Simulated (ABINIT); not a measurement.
The system is ScAl3.

```
Sc Al
1.0
     4.08781    0.00000    0.00000
     0.00000    4.08781    0.00000
     0.00000    0.00000    4.08781
Sc Al
1 3
Cartesian
  0.0000 0.0000 0.0000
  2.0439 2.0439 0.0000
  0.0000 2.0439 2.0439
  2.0439 0.0000 2.0439
```

The cell is a database's computed one.

```yaml
Program: ABINIT 10.8.3 (patched build)
Task: relaxation of cell and atoms
Functional: LDA
Potentials_or_basis: JTH PAW LDA v2.0
Cutoff: 408 eV
k_mesh: 5 × 5 × 5
Occupations: fermi-dirac, width 0.05 eV
Spin: no spin polarisation
```

At the start: pressure -3.8 GPa; volume 17.08 Å³/atom.

Problem. Where does the relaxation end?

Solution. Over 4 steps the energy falls by 8.6 meV/atom and the volume is 16.37 Å³/atom (-4.2 %); space group Pm-3m (No. 221, to 0.05 Å).

The path:
```tsv
step	energy change (eV)	largest force (eV/Å)	pressure (GPa)	volume (Å³)
1	0.0000	0.0000	-3.76	68.31
2	-0.0160	0.0000	-2.80	67.52
3	-0.0346	0.0000	0.12	65.38
4	-0.0346	0.0000	-0.01	65.46
```

Final structure:
```
CELL_PARAMETERS angstrom
4.03028 0.00000 0.00000
0.00000 4.03028 0.00000
0.00000 0.00000 4.03028
ATOMIC_POSITIONS crystal
Sc 0.00000 0.00000 0.00000
Al 0.50000 0.50000 0.00000
Al 0.00000 0.50000 0.50000
Al 0.50000 0.00000 0.50000
```
